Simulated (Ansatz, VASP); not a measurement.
**Two plane-wave programs on AgCl**

```
Ag Cl
1.0
     0.00000    2.77315    2.77315
     2.77315    0.00000    2.77315
     2.77315    2.77315    0.00000
Ag Cl
1 1
Direct
  0.50000 0.50000 0.50000
  0.00000 0.00000 0.00000
```

Alike in both runs: task relaxation of cell and atoms; functional LDA; k mesh 8 × 8 × 8; occupations gaussian, width 0.02 eV; no spin polarisation.

|  | VASP | Ansatz |
| --- | --- | --- |
| version | VASP 6.6.1 | Ansatz 0.2.0 |
| potentials or method | VASP PAW LDA potentials, release 64 (Ag, Cl) | scalar-relativistic, plane waves, PAW |
| plane-wave cutoff (eV) | 600 | 420 |
| valence electrons in the cell | 18 | 26 |

Ansatz gave:

| Quantity | Value |
| --- | --- |
| gap on the k mesh at the Fermi level, each at its own relaxed structure (eV) | 0.63 |
| relaxed volume (Å³/atom) | 19.19 |
| relaxed cell length with the largest relative difference (Å) | 3.786 |
| energy change over the relaxation (meV/atom) | -42 |

Which values does VASP return?

gap on the k mesh at the Fermi level, each at its own relaxed structure (eV): 0.66; relaxed volume (Å³/atom): 19.21; relaxed cell length with the largest relative difference (Å): 3.788; energy change over the relaxation (meV/atom): -41.

The two sets of potentials don't hold the same shells in valence.

A k mesh can miss the band edges. A hybrid or GW would open this gap; LDA tends to underestimate it. LDA usually gives volumes a few per cent too small.
